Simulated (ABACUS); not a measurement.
Set up this calculation in ABACUS 3.10.1, as the native input.

* Task: relaxation of cell and atoms
* Functional: TM
* Potentials or basis: SG15 ONCV 1.2 PBE
* Cutoff: 1279 eV
* Density cutoff: 5116 eV
* Basis: plane waves
* k mesh: 5 × 5 × 5
* Occupations: fermi-dirac, width 0.05 eV
* Spin: no spin polarisation
* Radial cutoff of the potentials (pseudo_rcut): 7 bohr
* Max steps of the relaxation: 60
* Force threshold: 0.005 eV/Å
* Optimiser: cg
* Stress threshold: 0.5 kbar
* SCF threshold on the density: 1e-08
* Max SCF steps: 100
* Eigensolver: dav
* Mixing: broyden
* Mixing share: 0.7
* Symmetry key: 1
* Bands: 13

The system is GaP.

```xyz
2
Lattice="-2.7252 0.0000 2.7252 0.0000 2.7252 2.7252 -2.7252 2.7252 0.0000" Properties=species:S:1:pos:R:3 pbc="T T T"
Ga    0.0000    0.0000    0.0000
P    -1.3626    1.3626    1.3626
```

One way to write it, as run:

INPUT

```
INPUT_PARAMETERS
suffix              GaP
calculation         cell-relax
basis_type          pw
pseudo_dir          ./
latname             fcc
symmetry            1
dft_functional      MGGA_X_TM+MGGA_C_TM
ecutwfc             94
pseudo_rcut         7
nspin               1
nbands              13
ks_solver           dav
smearing_method     fd
smearing_sigma      0.00367493
scf_thr             1e-08
scf_nmax            100
mixing_type         broyden
mixing_beta         0.7
cal_force           1
cal_stress          1
mixing_tau          1
relax_nmax          60
force_thr_ev        0.005
relax_method        cg
out_stru            1
stress_thr          0.5
kpar                4
```

STRU

```
ATOMIC_SPECIES
Ga 69.7230 Ga_ONCV_PBE-1.2.upf
P 30.9738 P_ONCV_PBE-1.2.upf

LATTICE_CONSTANT
10.2999522423

ATOMIC_POSITIONS
Direct

Ga
0.0
1
0.0000000000 0.0000000000 0.0000000000 1 1 1

P
0.0
1
0.2500000000 0.2500000000 0.2500000000 1 1 1
```

KPT

```
K_POINTS
0
Gamma
5 5 5 0 0 0
```

Potentials or basis: SG15 ONCV 1.2 PBE, plane waves.

Run with:

```bash
$ OMP_NUM_THREADS=1 mpirun -np 4 abacus > log
```

Results of the run:

- Relaxed volume: 19.95 Å³/atom
- Relaxed cell: a = 3.835 Å, b = 3.835 Å, c = 3.835 Å, α = 60.00°, β = 60.00°, γ = 60.00°
- Space group after relaxing (to 0.05 Å): F-43m (No. 216)
- Energy gained by relaxing: 1.1 meV/atom
- Ionic steps: 3
- Pressure after relaxing: 0.0 GPa
- Band gap on the k mesh: 1.53 eV, indirect (least direct gap 2.13 eV)

Caveat: the potentials were made for another functional, which shifts forces and pressure; an odd mesh through Γ misses points on the zone boundary, where band edges often lie.

It took 29 s on 4 MPI ranks on Intel(R) Xeon(R) 6975P-C (Granite Rapids), on a shared host, peak memory 0.44 GiB a rank.
